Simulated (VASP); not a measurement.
**VASP 6.6.1 run: GaSb**

INCAR

```
ISIF = 2
LCHARG = .FALSE.
LWAVE = .FALSE.
IBRION = -1
ENCUT = 520
LREAL = .FALSE.
SIGMA = 0.05
NSW = 0
NBANDS = 16
GGA = PE
LASPH = .TRUE.
EDIFF = 1E-7
NELMIN = 4
ISMEAR = 0
PREC = Accurate
NELM = 120
```

KPOINTS

```
KPOINTS created by Atomic Simulation Environment
0
Gamma
8 8 8
0 0 0
```

POSCAR

```
Ga Sb
 1.0000000000000000
     0.0000000000000000    3.0658848221000001    3.1802423260000001
     3.0658848221000001    0.0000000000000000    3.1802423260000001
     3.0658848221000001    3.0658848221000001    0.0000000000000000
 Ga  Sb
   1   1
Cartesian
  0.0000000000000000  0.0000000000000000  0.0000000000000000
  1.5329424110500001  1.5329424110500001  1.5901211629999998
```

The recommended PBE PAW datasets give the neutral cell 18 valence electrons.

Command

```
mpirun -np 1 vasp_std
```

Problem. How does this run end, and what does it give?

Solution. It converged. Results: gap between bands v and c on the k mesh 0.00 eV; least direct gap on the k mesh 0.00 eV; pressure 0.2 GPa. Band v is the last that the valence electrons fill when counted band by band, and c is the next.

OSZICAR

```
N       E                     dE             d eps       ncg     rms          rms(c)
DAV:   1     0.842091374255E+02    0.84209E+02   -0.85612E+03  1912   0.135E+03
DAV:   2    -0.832573183810E+00   -0.85042E+02   -0.81760E+02  2216   0.306E+02
DAV:   3    -0.728674222575E+01   -0.64542E+01   -0.64389E+01  2264   0.654E+01
DAV:   4    -0.740537883324E+01   -0.11864E+00   -0.11862E+00  2408   0.100E+01
DAV:   5    -0.740799706880E+01   -0.26182E-02   -0.26182E-02  2392   0.130E+00    0.301E+00
DAV:   6    -0.736862482966E+01    0.39372E-01   -0.61926E-02  2656   0.377E+00    0.179E+00
DAV:   7    -0.735768755231E+01    0.10937E-01   -0.35042E-02  2216   0.149E+00    0.342E-01
DAV:   8    -0.735865261080E+01   -0.96506E-03   -0.42898E-03  2488   0.734E-01    0.738E-02
DAV:   9    -0.735913005967E+01   -0.47745E-03   -0.63773E-04  2280   0.200E-01    0.304E-02
DAV:  10    -0.735918179493E+01   -0.51735E-04   -0.54093E-05  2456   0.424E-02    0.878E-03
DAV:  11    -0.735919619075E+01   -0.14396E-04   -0.21143E-05  2216   0.322E-02    0.570E-03
DAV:  12    -0.735919727210E+01   -0.10814E-05   -0.18436E-06  2440   0.832E-03    0.159E-03
DAV:  13    -0.735919703224E+01    0.23986E-06   -0.74559E-08  1752   0.276E-03    0.144E-04
DAV:  14    -0.735919707405E+01   -0.41809E-07   -0.18372E-08  1808   0.127E-03
   1 F= -.73591971E+01 E0= -.73591420E+01  d E =-.110193E-03
```

Standard output (part)

```
POSCAR found type information on POSCAR GaSb
 POSCAR found :  2 types and       2 ions
 LDA part: xc-table for (Slater+PW92), standard interpolation
 POSCAR, INCAR and KPOINTS ok, starting setup
 WAVECAR not read
 entering main loop
```

For comparison, a separate PBE run of the intended cell, on usual settings and not on those above, gives a gap of 0.00 eV on its mesh and a pressure of 0.2 GPa.
